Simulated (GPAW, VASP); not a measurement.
This is a calculation of Co for GPAW 26.7.0 (ASE script). Atoms were shifted at random by some hundredths of an Å from the given cell, which wasn't relaxed again for these runs. 

run.py

```python
from ase.dft.bandgap import bandgap
from ase.io import read, write
from ase.units import GPa
from gpaw import GPAW, PW

atoms = read('POSCAR')
atoms.set_initial_magnetic_moments([2.0, 2.0])

calc = GPAW(mode=PW(600),
            xc='PBE',
            kpts={'size': (12, 12, 7), 'gamma': True},
            occupations={'name': 'fermi-dirac', 'width': 0.05},
            nbands=21,
            convergence={'density': 1e-05, 'energy': 1e-05},
            maxiter=150,
            txt='gpaw.txt')
atoms.calc = calc
energy = atoms.get_potential_energy()
forces = atoms.get_forces()
stress = atoms.get_stress()
calc.write('gs.gpw')
write('result.traj', atoms)
print(f'Energy: {energy:.6f} eV')
print('Forces (eV/A):')
print(forces.round(4))
print('Stress (GPa):', (stress / GPa).round(3))
print('Moments:', calc.get_magnetic_moments().round(3))
print('Fermi level:', round(calc.get_fermi_level(), 4), 'eV')
print(f'Gap: {bandgap(calc)[0]:.4f} eV, direct: {bandgap(calc, direct=True)[0]:.4f} eV')
```

Contents of POSCAR:

```
Co
1.0
    2.4719999032      0.0000000000      0.0000000000
   -1.2359999516      2.1408147143      0.0000000000
    0.0000000000      0.0000000000      4.0211440800
Co
2
Direct
    0.6648460000      0.3127030000      0.7427330000
    0.3433360000      0.6528870000      0.2401120000
```

Potentials or basis: GPAW PAW data sets (gpaw-data 1.2.1), pw.

Command:

```sh
$ OMP_NUM_THREADS=1 python run.py
```

Task: Translate it to VASP 6.6.1. Potentials or basis there: PBE PAW files Co, 520 eV.

Result: As run (cutoffs and basis follow the program's own potentials, and thresholds, step limits or extra output files can differ):

The input INCAR:

```
PREC     = Accurate       # precision mode
ENCUT    = 520            # plane-wave cutoff, eV
EDIFF    = 1E-7           # SCF threshold, eV
ISMEAR   = -1             # smearing method
SIGMA    = 0.05           # smearing width, eV
LREAL    = F              # projectors in reciprocal space
LASPH    = T              # aspherical terms in the spheres
NELM     = 120            # most SCF steps
ALGO     = Normal         # electronic algorithm
ISIF     = 2              # what is computed and relaxed
LWAVE    = F              # write WAVECAR
LCHARG   = F              # write CHGCAR
ISPIN    = 2              # spin polarisation
MAGMOM   = 2 2            # initial moments
LORBIT   = 11             # projections on sites
LMAXMIX  = 4              # l up to which the mixer works
GGA      = PE             # functional
NBANDS   = 20             # bands
```

File KPOINTS:

```
Automatic mesh
0
Gamma
  12 12 7
```

The input POSCAR:

```
Co
1.0
    2.4719999032      0.0000000000      0.0000000000
   -1.2359999516      2.1408147143      0.0000000000
    0.0000000000      0.0000000000      4.0211440800
Co
2
Direct
    0.6648460000      0.3127030000      0.7427330000
    0.3433360000      0.6528870000      0.2401120000
```

Potentials or basis: VASP PAW PBE potentials, release 64 (Co).

Launch:

```sh
$ cat potpaw_PBE.64/Co/POTCAR > POTCAR
$ mpirun -np 1 vasp_std > vasp.out
```

Both were run:

|  | GPAW | VASP |
| --- | --- | --- |
| Pressure | 4.9 GPa | 3.9 GPa |
| Largest force | 0.099 eV/Å | 0.095 eV/Å |
| Net moment | 3.21 μB per cell | 3.20 μB per cell |

The magnetic state is the one that the start led to; the real crystal's order can differ.

Pressure is positive in compression.
